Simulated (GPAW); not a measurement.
## GaN: single point with PBE

Crystal: GaN.

```
CELL_PARAMETERS angstrom
0.00000 2.13524 2.13524
2.13524 0.00000 2.13524
2.13524 2.13524 0.00000
ATOMIC_POSITIONS crystal
Ga 0.00000 0.00000 0.00000
N 0.50000 0.50000 0.50000
```

Measurements of this composition are mostly on another form, of space group No. 186.

* Program: GPAW 26.7.0
* Task: single point
* Functional: PBE
* Potentials or basis: GPAW PAW data sets (gpaw-data 1.2.1)
* Cutoff: 600 eV
* Basis: pw
* k mesh: 9 × 9 × 9
* Occupations: fermi-dirac, width 0.05 eV
* Spin: no spin polarisation
* Maxiter: 120
* Convergence: default

The pressure is -4.7 GPa. The band gap on the k mesh is 0.64 eV, indirect (least direct gap 2.30 eV).

Levels at points of the mesh, in eV from the valence-band top:
```csv
k point,band 2,band 3,band 4,band 5,band 6,band 7
"(0.00, 0.00, 0.00)",-0.40,-0.40,-0.40,1.90,13.86,13.86
```

Run time: 8.9 s on 1 thread of Intel(R) Xeon(R) Platinum 8259CL CPU @ 2.50GHz (Skylake/Cascade Lake), on a shared host, peak memory 0.13 GiB.

Caveat: the cutoff is short for stress and forces, so pressures can be off by a GPa or more; an odd mesh through Γ misses points on the zone boundary, where band edges often lie. PBE gaps usually lie below the measured ones, often by a third to a half.
